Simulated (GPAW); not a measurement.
Runs of GPAW 26.7.0 on ZnO (zincite). The structure is hexagonal, space group P6_3mc (No. 186). Conventional cell: a = 3.249 Å, b = 3.249 Å, c = 5.206 Å, α = 90.00°, β = 90.00°, γ = 120.00°. Zn (site symmetry 3m) has 4 O at 1.97 to 1.98 Å as nearest neighbours. O (site symmetry 3m) is surrounded by 4 Zn at 1.97 to 1.98 Å. 

```tsv
task	level	potentials or basis	cell	k mesh	smearing	eigensolver	optimizer	fmax	max steps	target pressure	gap on the mesh (eV)	pressure (GPa)	relaxed volume (Å³/atom)	largest force (eV/Å)
relaxation of cell and atoms	revTPSS	GPAW PAW data sets (gpaw-data 1.2.1), pw	relaxed to -1 GPa	6 × 6 × 3	fermi-dirac 0.05 eV	davidson	BFGS	0.01 eV/Å	100	-1 GPa	(a)	-1.1	-	0.01
relaxation of cell and atoms	TPSS	GPAW PAW data sets (gpaw-data 1.2.1), pw	relaxed	6 × 6 × 3	fermi-dirac 0.05 eV	davidson	BFGS	0.02 eV/Å	60	-	0.67	-0.1	12.23	0.01
band structure	RPBE	the program's PAW data sets (release 1.2.1) made for this functional, pw	as given	9 × 9 × 5	fermi-dirac 0.05 eV	-	-	-	-	-	(b)	10.6	-	0.08
single point	PBE	GPAW PAW data sets (gpaw-data 1.2.1), pw	as given	9 × 9 × 5	gaussian 0.03 eV	-	-	-	-	-	0.80	5.1	-	0.07
single point	PBE	GPAW PAW data sets (gpaw-data 1.2.1), pw	as given	9 × 9 × 5	gaussian 0.012 eV	-	-	-	-	-	0.80	5.1	-	0.07
relaxation of cell and atoms	revPBE	the program's PAW data sets (release 1.2.1) made for this functional, pw	relaxed	6 × 6 × 3	fermi-dirac 0.05 eV	-	BFGS	0.02 eV/Å	100	-	0.77	-0.1	12.71	0.01
```

Alike in all rows: no spin polarisation; cutoff (eV) 800.

**Question.** Estimate the missing entries.

**Answer.** (a) 0.56; (b) 0.90.

Caveats: later steps reuse the first step's grids (some runs); the PAW data sets were made with another functional, which shifts forces and pressure a little (some runs).

